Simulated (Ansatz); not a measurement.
**Be, omega (AlB2-type): how the functional moves the structure**

All rows: Ansatz, plane waves with scalar-relativistic PAW, 420 eV (500 eV for the SCAN forms), relaxed under each functional, no dispersion correction, no zero-point motion. B₀ comes from uniform scaling at fixed shape; a dash is a value not given.

```csv
functional,V (Å³/atom),cell,B₀ (GPa),magnetic state,ΔE to hcp (meV/atom)
PBE,8.07,"a = 3.570 Å, c = 2.193 Å (c/a = 0.614)",115,spin not included,190
r²SCAN,8.07,"a = 3.571 Å, c = 2.193 Å (c/a = 0.614)",117,spin not included,192
PBEsol,7.99,"a = 3.561 Å, c = 2.183 Å (c/a = 0.613)",117,spin not included,190
LDA,7.68,"a = 3.519 Å, c = 2.149 Å (c/a = 0.611)",124,spin not included,196
revPBE,8.26,"a = 3.595 Å, c = 2.213 Å (c/a = 0.616)",111,spin not included,186
RPBE,8.29,"a = 3.599 Å, c = 2.216 Å (c/a = 0.616)",110,spin not included,186
BLYP,8.11,"a = 3.568 Å, c = 2.206 Å (c/a = 0.618)",112,spin not included,197
```

LDA gives the smallest volume and RPBE the largest.
